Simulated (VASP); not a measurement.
Runs of VASP 6.6.1 on CdS. Symmetry: F-43m, No. 216, cubic system. Conventional cell: a = 5.886 Å, b = 5.886 Å, c = 5.886 Å, α = 90.00°, β = 90.00°, γ = 90.00°. Cd (site symmetry -43m) is surrounded by 4 S at 2.55 Å. S (site symmetry -43m) has 4 Cd at 2.55 Å as nearest neighbours. The cell is a database's computed one.

```csv
task,level,potentials or basis,cell,k mesh,cutoff (eV),mesh quality,gap on the mesh (eV),pressure (GPa),relaxed volume (Å³/atom)
relaxation of cell and atoms,PBEsol,"VASP PAW PBE potentials, release 64 (Cd, S)",relaxed,8 × 8 × 8,600,not flagged,1.01,0.0,24.84
relaxation of cell and atoms,LDA,"VASP PAW LDA potentials, release 64 (Cd, S)",relaxed,8 × 8 × 8,600,not flagged,0.96,0.0,(c)
single point,PBEsol,"VASP PAW PBE potentials, release 64 (Cd, S)",as given,8 × 8 × 8,520,not flagged,0.95,(b),-
relaxation of cell and atoms,PBEsol,"VASP PAW PBE potentials, release 64 (Cd, S)",relaxed,4 × 4 × 4,600,coarse,0.99,0.0,24.91
relaxation of cell and atoms,RPBE,"VASP PAW PBE potentials, release 64 (Cd, S)",relaxed,8 × 8 × 8,600,not flagged,1.13,0.0,(a)
```

Alike in all rows: no spin polarisation; smearing gaussian 0.02 eV.

Task: Estimate the missing entries.

Result: (a) 27.21; (b) -1.5; (c) 24.03.

Caveats: some runs use coarse meshes; the PAW data sets were made with another functional, which shifts forces and pressure a little (some runs).

A k mesh can miss the band edges, and the runs leave out spin-orbit coupling on Cd.

Runs at the PBE level aren't shown here.
